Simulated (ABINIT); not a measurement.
Runs of ABINIT 10.8.3 (patched build) on HfB2. Symmetry: P6/mmm, No. 191, hexagonal system. The conventional cell has a = 3.140 Å, b = 3.140 Å, c = 3.480 Å, α = 90.00°, β = 90.00°, γ = 120.00°. Around Hf (site symmetry 6/mmm) lie 12 B at 2.51 Å. Around B (site symmetry -6m2) lie 3 B at 1.81 Å. 

```csv
task,level,potentials or basis,spin,k mesh,cutoff (eV),fine-grid cutoff,mesh quality,gap on the mesh (eV),pressure (GPa)
band structure,WC,JTH PAW PBE v2.0,"SOC, no magnetisation",10 × 10 × 8,517,1034.03 eV,not flagged,none,-3.5
single point,r2SCAN,JTH PAW PBE v2.0,off,8 × 8 × 6,626,1224.51 eV,not flagged,none,-0.5
band structure,PBE,JTH PAW PBE v2.0,"SOC, no magnetisation",10 × 10 × 8,517,1034.03 eV,not flagged,none,(a)
single point,r2SCAN,JTH PAW PBE v2.0,off,6 × 6 × 5,626,1224.51 eV,coarse,none,-0.3
band structure,PBE,PseudoDojo NC SR PBE v0.5 standard,off,10 × 10 × 8,1034,-,not flagged,none,(b)
single point,r2SCAN,JTH PAW PBE v2.0,off,13 × 13 × 10,626,1224.51 eV,not flagged,none,-0.5
single point,PBE,JTH PAW PBE v2.0,off,4 × 4 × 3,517,1034.03 eV,coarse,none,1.4
```

Alike in all rows: cell as given; smearing fermi-dirac 0.05 eV.

Problem. Estimate the missing entries.

Solution. (a) 1.2; (b) 1.7.

Caveats: some runs use coarse meshes; the PAW data sets were made with another functional, which shifts forces and pressure a little (some runs); spin-orbit coupling is left out, which moves the levels of the heavy elements (some runs).

A k mesh can miss the band edges, and rows without SOC leave out spin-orbit coupling on Hf.

A gap of «none» marks a metal or a gap under the smearing width.
